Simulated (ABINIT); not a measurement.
## BN and the effect of the share of exact exchange

Symmetry: F-43m, No. 216, cubic system. Conventional cell: a = 3.626 Å, b = 3.626 Å, c = 3.626 Å, α = 90.00°, β = 90.00°, γ = 90.00°. N (site symmetry -43m) is surrounded by 4 B at 1.57 Å. B (site symmetry -43m) has 4 N at 1.57 Å as nearest neighbours.

The cell is a database's computed one, not the measured one.

Kept alike: task single point; functional PBE0; k mesh 6 × 6 × 6; occupations fermi-dirac, width 0.05 eV; no spin polarisation. Program: ABINIT, SG15 NC PBE v1.2, cutoff 952 eV. The mesh is that of the run's cell of 2 atoms. No spin-orbit coupling.

| share of exact exchange, α | band gap (eV) |
| --- | --- |
| 0.05 | 4.967 |
| 0.15 | 5.846 |
| 0.25 | 6.733 |
| 0.35 | 7.625 |

The k mesh is coarse, so the values aren't converged. A gap read on the mesh alone can miss an edge between its points. All rows use potentials made for PBE. The mesh is thin for exact exchange.

The band gap rises from 4.967 to 7.625 eV between 0.05 and 0.35. Exact exchange pulls filled levels down against empty ones, so the gap grows nearly in line with its share. The mean slope is +8.86 eV per unit of share.
